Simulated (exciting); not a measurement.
# Sn (I4/mmm) in exciting: reference runs

Reference runs on Sn: the cell as given and a disturbed copy, then over a range of volumes.

Program: exciting (release sodium). These are calculated values, not measurements. Logs are shortened: lines on timing, memory, paths and dates and some standing lists are left out, and cuts for length are marked.

## Step 1: The crystal as given

Symmetry: I4/mmm, No. 139, tetragonal system. Conventional cell: a = 4.058 Å, b = 4.058 Å, c = 3.322 Å, α = 90.00°, β = 90.00°, γ = 90.00°. Sn (site symmetry 4/mmm) has 10 Sn at 3.32 Å as nearest neighbours.

This isn't the form of Sn at room conditions, which is tetragonal (white tin).

## Step 2: Single point, PBEsol

Contents of input.xml:

```xml
<input>
  <title>Sn</title>
  <structure speciespath="./" tshift="false">
    <crystal scale="1">
      <basevect>-3.834612241781 3.834612241781 3.138381539080</basevect>
      <basevect>3.834612241781 -3.834612241781 3.138381539080</basevect>
      <basevect>3.834612241781 3.834612241781 -3.138381539080</basevect>
    </crystal>
    <species speciesfile="Sn.xml" rmt="2.3">
      <atom coord="0.000000000000 0.000000000000 0.000000000000"/>
    </species>
  </structure>
  <groundstate do="fromscratch" ngridk="10 10 10" rgkmax="9" gmaxvr="14" lmaxapw="10" lmaxmat="10" lmaxvr="8" xctype="GGA_PBE_SOL" stype="Fermi Dirac" swidth="0.00183747" nempty="8" ValenceRelativity="iora*" epsengy="1e-05" epspot="1e-05" maxscl="60" tforce="true" outputlevel="normal"/>
</input>
```

Potentials or basis: all-electron LAPW+lo, shipped species files, valence relativity iora*.

Command:

```console
OMP_NUM_THREADS=1 exciting_smp
```

INFO.OUT:

```text
================================================================================
EXCITING SODIUM started
[... 10 lines left out ...]

 Lattice vectors (cartesian) :
     -3.8346122418      3.8346122418      3.1383815391
      3.8346122418     -3.8346122418      3.1383815391
      3.8346122418      3.8346122418     -3.1383815391

 Reciprocal lattice vectors (cartesian) :
     -0.0000000000      0.8192725771      1.0010231753
      0.8192725771     -0.0000000000      1.0010231753
      0.8192725771      0.8192725771      0.0000000000

 Unit cell volume                           :     184.5902001002
 Brillouin zone volume                      :       1.3437886373

 Species :    1 (Sn)
     parameters loaded from                 :    Sn.xml
     name                                   :    tin
     nuclear charge                         :     -50.00000000
     electronic charge                      :      50.00000000
     atomic mass                            :  216395.09200000
     muffin-tin radius                      :       2.30000000
     # of radial points in muffin-tin       :     400

     atomic positions (lattice) :
       1 :   0.00000000  0.00000000  0.00000000

 Total number of atoms per unit cell        :       1

 Spin treatment                             :    spin-unpolarised

 Number of Bravais lattice symmetries       :      16
 Number of crystal symmetries               :      16

 k-point grid                               :      10   10   10
 Total number of k-points                   :     102
 k-point set is reduced with crystal symmetries

 R^MT_min * |G+k|_max (rgkmax)              :       9.00000000
 Species with R^MT_min                      :       1 (Sn)
 Maximum |G+k| for APW functions            :       3.91304348
 Maximum |G| for potential and density      :      14.00000000

 G-vector grid sizes                        :      30    30    30
 Total number of G-vectors                  :    8469

 Maximum angular momentum used for
     APW functions                          :      10
     computing H and O matrix elements      :      10
     potential and density                  :       8
     inner part of muffin-tin               :       2

 Total nuclear charge                       :     -50.00000000
 Total electronic charge                    :      50.00000000
 Total core charge                          :      30.00000000
 Total valence charge                       :      20.00000000

 Number of empty states                     :       8
 Total number of valence states             :      19

 Maximum Hamiltonian size                   :     213
 Maximum number of plane-waves              :     196
 Total number of local-orbitals             :      17

 Exchange-correlation type                  :      22
     PBEsol, Phys. Rev. Lett. 100, 136406 (2008)
     Generalised gradient approximation (GGA)

 Smearing scheme                            :    Fermi-Dirac
 Smearing width                             :       0.00183747

 Using multisecant Broyden potential mixing
[... 6 lines left out ...]
* Groundstate module started                                                   *
********************************************************************************
 Output level for this task is set to normal

++++++++++++++++++++++++++++++++++++++++++++++++++++++++++++++++++++++++++++++++
[... 5 lines left out ...]
+ SCF iteration number :    1                                                  +
++++++++++++++++++++++++++++++++++++++++++++++++++++++++++++++++++++++++++++++++
 Total energy                               :     -6173.68851325
 _______________________________________________________________
 Fermi energy                               :         0.25919449
 Kinetic energy                             :      6503.37739595
 Coulomb energy                             :    -12514.54176205
 Exchange energy                            :      -159.47368873
 Correlation energy                         :        -3.05045842

 DOS at Fermi energy (states/Ha/cell)       :        15.36114048

 Electron charges :
     core                                   :        30.00000000
     core leakage                           :         0.00040295
     valence                                :        20.00000000
     interstitial                           :         2.68159633
     charge in muffin-tin spheres :
                  atom     1    Sn          :        47.31840367
     total charge in muffin-tins            :        47.31840367
     total charge                           :        50.00000000

++++++++++++++++++++++++++++++++++++++++++++++++++++++++++++++++++++++++++++++++
+ SCF iteration number :    2                                                  +
++++++++++++++++++++++++++++++++++++++++++++++++++++++++++++++++++++++++++++++++
 Total energy                               :     -6175.00661854
 _______________________________________________________________
 Fermi energy                               :         0.25671069
 Kinetic energy                             :      6502.60147641
 Coulomb energy                             :    -12515.05770213
 Exchange energy                            :      -159.49966301
 Correlation energy                         :        -3.05072981

 DOS at Fermi energy (states/Ha/cell)       :        15.59175738

 Electron charges :
     core                                   :        30.00000000
     core leakage                           :         0.00039977
     valence                                :        20.00000000
     interstitial                           :         2.67238915
     charge in muffin-tin spheres :
                  atom     1    Sn          :        47.32761085
     total charge in muffin-tins            :        47.32761085
     total charge                           :        50.00000000

 RMS change in effective potential (target) :  0.266680E-01  ( 0.100000E-04)
 Absolute change in total energy   (target) :   1.31811      ( 0.100000E-04)
 Charge distance                   (target) :  0.580328E-03  ( 0.100000E-04)
 Abs. change in max-nonIBS-force   (target) :   0.00000      ( 0.500000E-04)

++++++++++++++++++++++++++++++++++++++++++++++++++++++++++++++++++++++++++++++++
+ SCF iteration number :    3                                                  +
++++++++++++++++++++++++++++++++++++++++++++++++++++++++++++++++++++++++++++++++
 Total energy                               :     -6175.69642305
 _______________________________________________________________
 Fermi energy                               :         0.25483263
 Kinetic energy                             :      6502.15521269
 Coulomb energy                             :    -12515.28845245
 Exchange energy                            :      -159.51232306
 Correlation energy                         :        -3.05086024

 DOS at Fermi energy (states/Ha/cell)       :        15.72285907

 Electron charges :
     core                                   :        30.00000000
     core leakage                           :         0.00039809
     valence                                :        20.00000000
     interstitial                           :         2.66692862
     charge in muffin-tin spheres :
                  atom     1    Sn          :        47.33307138
     total charge in muffin-tins            :        47.33307138
     total charge                           :        50.00000000
[... 241 lines left out ...]
 DOS at Fermi energy (states/Ha/cell)       :        15.88266810

 Electron charges :
     core                                   :        30.00000000
     core leakage                           :         0.00039658
     valence                                :        20.00000000
     interstitial                           :         2.66000220
     charge in muffin-tin spheres :
                  atom     1    Sn          :        47.33999780
     total charge in muffin-tins            :        47.33999780
     total charge                           :        50.00000000

 RMS change in effective potential (target) :  0.265273E-08  ( 0.100000E-04)
 Absolute change in total energy   (target) :  0.968824E-05  ( 0.100000E-04)
 Charge distance                   (target) :  0.496539E-08  ( 0.100000E-04)
 Abs. change in max-nonIBS-force   (target) :   0.00000      ( 0.500000E-04)

++++++++++++++++++++++++++++++++++++++++++++++++++++++++++++++++++++++++++++++++
+ SCF iteration number :   13                                                  +
++++++++++++++++++++++++++++++++++++++++++++++++++++++++++++++++++++++++++++++++
 Total energy                               :     -6176.34832746
 _______________________________________________________________
 Fermi energy                               :         0.25030265
 Kinetic energy                             :      6501.60339185
 Coulomb energy                             :    -12515.38018485
 Exchange energy                            :      -159.52060887
 Correlation energy                         :        -3.05092559

 DOS at Fermi energy (states/Ha/cell)       :        15.88266867

 Electron charges :
     core                                   :        30.00000000
     core leakage                           :         0.00039658
     valence                                :        20.00000000
     interstitial                           :         2.66000220
     charge in muffin-tin spheres :
                  atom     1    Sn          :        47.33999780
     total charge in muffin-tins            :        47.33999780
     total charge                           :        50.00000000

 RMS change in effective potential (target) :  0.207404E-08  ( 0.100000E-04)
 Absolute change in total energy   (target) :  0.375603E-07  ( 0.100000E-04)
 Charge distance                   (target) :  0.179849E-09  ( 0.100000E-04)
 Abs. change in max-nonIBS-force   (target) :   0.00000      ( 0.500000E-04)

++++++++++++++++++++++++++++++++++++++++++++++++++++++++++++++++++++++++++++++++
| Convergency criteria checked for the last 2 iterations                       +
| Convergence targets achieved. Performing final SCF iteration                 +
++++++++++++++++++++++++++++++++++++++++++++++++++++++++++++++++++++++++++++++++
 Total energy                               :     -6176.34832821
 _______________________________________________________________
 Fermi energy                               :         0.25030264
 Kinetic energy                             :      6501.60339157
 Coulomb energy                             :    -12515.38018530
 Exchange energy                            :      -159.52060889
 Correlation energy                         :        -3.05092559

 DOS at Fermi energy (states/Ha/cell)       :        15.88266956

 Electron charges :
     core                                   :        30.00000000
     core leakage                           :         0.00039658
     valence                                :        20.00000000
     interstitial                           :         2.66000220
     charge in muffin-tin spheres :
                  atom     1    Sn          :        47.33999780
     total charge in muffin-tins            :        47.33999780
     total charge                           :        50.00000000

++++++++++++++++++++++++++++++++++++++++++++++++++++++++++++++++++++++++++++++++
+ Self-consistent loop stopped                                                 +
++++++++++++++++++++++++++++++++++++++++++++++++++++++++++++++++++++++++++++++++
 STATE.OUT is written

--------------------------------------------------------------------------------
- Writing atomic positions and forces                                          -
--------------------------------------------------------------------------------

 Atomic positions (lattice) :
 atom     1  Sn  :     0.00000000    0.00000000    0.00000000

 Total atomic forces including IBS (cartesian) :
 atom     1  Sn  :     0.00000000    0.00000000    0.00000000

 Atomic force components including IBS (cartesian) :
 atom     1  Sn  :     0.00000000    0.00000000    0.00000000   HF force
                 :     0.00000000    0.00000000    0.00000000   core correction
                 :     0.00000000    0.00000000    0.00000000   IBS correction

********************************************************************************
* Groundstate module stopped                                                   *
********************************************************************************

--------------------------------------------------------------------------------
- CAUTION! Warnings have been written in file WARNING.OUT !                    -
--------------------------------------------------------------------------------
================================================================================
| EXCITING SODIUM stopped                                                      =
================================================================================
```

Run time: 61 s. Hardware: 1 thread of Arm Neoverse V1, shared host; peak memory 0.1 GiB.

Results:

```
Free energy                                       : -168067.0047 eV
Band gap on the k mesh                            : none (metal or under the smearing width)
All electrons inside the program's atomic spheres : Sn 47.34 (radii Sn 2.3 bohr)
```

Levels at points of the mesh, in eV from the Fermi level:
```
           k point  band 6  band 7  band 8  band 9  band 10  band 11  band 12  band 13  band 14  band 15
(0.00, 0.00, 0.00)  -21.35  -21.35  -21.24  -11.01     6.79     6.79     9.34    10.31    11.42    12.57
(0.50, 0.00, 0.00)  -21.28  -21.21  -21.19   -5.74    -4.12     3.11     4.36     7.22     7.43    13.72
(0.50, 0.50, 0.00)  -21.32  -21.28  -21.19   -7.24    -4.64     5.81     7.77    10.42    10.97    11.80
(0.50, 0.50, 0.50)  -21.21  -21.21  -21.18   -3.38    -1.52    -1.52     2.56     3.10     6.14    18.84
```

Caveat: the log's total energy holds no entropy term; the free energy is that total less TS from the occupations.

## Step 3: Single point, PBEsol (cell strained at random at fixed volume)

Contents of input.xml:

```xml
<input>
  <title>Sn</title>
  <structure speciespath="./" tshift="false">
    <crystal scale="1">
      <basevect>-3.721299707218 3.885705880061 3.065149002226</basevect>
      <basevect>3.863631989199 -3.852962595499 3.199049326238</basevect>
      <basevect>3.738913844426 3.870576732707 -3.025143500168</basevect>
    </crystal>
    <species speciesfile="Sn.xml" rmt="2.3">
      <atom coord="0.008151000000 0.001132000000 -0.000622000000"/>
    </species>
  </structure>
  <groundstate do="fromscratch" ngridk="10 10 10" rgkmax="9" gmaxvr="14" lmaxapw="10" lmaxmat="10" lmaxvr="8" xctype="GGA_PBE_SOL" stype="Fermi Dirac" swidth="0.00183747" nempty="8" ValenceRelativity="iora*" epsengy="1e-05" epspot="1e-05" maxscl="60" tforce="true" outputlevel="normal"/>
</input>
```

Potentials or basis: all-electron LAPW+lo, shipped species files, valence relativity iora*.

Command:

```console
OMP_NUM_THREADS=1 exciting_smp
```

INFO.OUT:

```text
================================================================================
EXCITING SODIUM started
[... 10 lines left out ...]

 Lattice vectors (cartesian) :
     -3.7212997072      3.8857058801      3.0651490022
      3.8636319892     -3.8529625955      3.1990493262
      3.7389138444      3.8705767327     -3.0251435002

 Reciprocal lattice vectors (cartesian) :
     -0.0247256522      0.8049783942      0.9993851728
      0.8039470694     -0.0069051456      0.9848002027
      0.8251107831      0.8083215955     -0.0229729324

 Unit cell volume                           :     184.5901947214
 Brillouin zone volume                      :       1.3437886764

 Species :    1 (Sn)
     parameters loaded from                 :    Sn.xml
     name                                   :    tin
     nuclear charge                         :     -50.00000000
     electronic charge                      :      50.00000000
[... 401 lines left out ...]
++++++++++++++++++++++++++++++++++++++++++++++++++++++++++++++++++++++++++++++++
 Total energy                               :     -6176.34829868
 _______________________________________________________________
 Fermi energy                               :         0.25143457
 Kinetic energy                             :      6501.60355365
 Coulomb energy                             :    -12515.37995023
 Exchange energy                            :      -159.52097901
 Correlation energy                         :        -3.05092309

 DOS at Fermi energy (states/Ha/cell)       :        13.47586467

 Electron charges :
     core                                   :        30.00000000
     core leakage                           :         0.00039662
     valence                                :        20.00000000
     interstitial                           :         2.65835175
     charge in muffin-tin spheres :
                  atom     1    Sn          :        47.34164825
     total charge in muffin-tins            :        47.34164825
     total charge                           :        50.00000000

++++++++++++++++++++++++++++++++++++++++++++++++++++++++++++++++++++++++++++++++
+ Self-consistent loop stopped                                                 +
++++++++++++++++++++++++++++++++++++++++++++++++++++++++++++++++++++++++++++++++
 STATE.OUT is written

--------------------------------------------------------------------------------
- Writing atomic positions and forces                                          -
--------------------------------------------------------------------------------

 Atomic positions (lattice) :
 atom     1  Sn  :     0.00815100    0.00113200    0.99937800

 Total atomic forces including IBS (cartesian) :
 atom     1  Sn  :     0.00000000    0.00000000    0.00000000

 Atomic force components including IBS (cartesian) :
 atom     1  Sn  :     0.00000000    0.00000000    0.00000000   HF force
                 :     0.00000000    0.00000000    0.00000000   core correction
                 :     0.00000000    0.00000000    0.00000000   IBS correction

********************************************************************************
* Groundstate module stopped                                                   *
********************************************************************************

================================================================================
| EXCITING SODIUM stopped                                                      =
================================================================================
```

Wall time 8.1 min (1 thread of Arm Neoverse V1, shared host); peak memory 0.12 GiB.

What came out:

```yaml
Free_energy: -168067.0033 eV
Band_gap_on_the_k_mesh: none (metal or under the smearing width)
All_electrons_inside_the_program's_atomic_spheres: Sn 47.34 (radii Sn 2.3 bohr)
```

Levels at points of the mesh, in eV from the Fermi level:
| k point | band 6 | band 7 | band 8 | band 9 | band 10 | band 11 | band 12 | band 13 | band 14 | band 15 |
| --- | --- | --- | --- | --- | --- | --- | --- | --- | --- | --- |
| (0.00, 0.00, 0.00) | -21.38 | -21.36 | -21.26 | -11.04 | 6.66 | 6.81 | 9.22 | 10.25 | 11.36 | 12.40 |
| (0.50, 0.00, 0.00) | -21.31 | -21.23 | -21.22 | -5.88 | -4.20 | 3.11 | 4.67 | 7.02 | 7.98 | 13.45 |
| (0.00, 0.50, 0.00) | -21.29 | -21.23 | -21.23 | -6.05 | -4.24 | 3.32 | 4.37 | 7.34 | 7.50 | 14.72 |
| (0.50, 0.50, 0.00) | -21.35 | -21.31 | -21.22 | -7.26 | -4.67 | 5.68 | 7.88 | 10.03 | 11.41 | 11.70 |
| (0.00, 0.00, 0.50) | -21.35 | -21.31 | -21.22 | -7.32 | -4.68 | 5.82 | 7.85 | 10.28 | 11.24 | 11.75 |
| (0.50, 0.00, 0.50) | -21.31 | -21.24 | -21.20 | -5.35 | -3.97 | 2.62 | 4.00 | 6.67 | 7.14 | 13.38 |
| (0.00, 0.50, 0.50) | -21.31 | -21.23 | -21.21 | -5.72 | -4.14 | 2.92 | 4.61 | 6.83 | 7.94 | 13.16 |
| (0.50, 0.50, 0.50) | -21.24 | -21.24 | -21.20 | -3.43 | -1.73 | -1.41 | 2.61 | 3.06 | 6.19 | 18.56 |

Caveat: the log's total energy holds no entropy term; the free energy is that total less TS from the occupations.

(Part 1 of 2 ends here.)
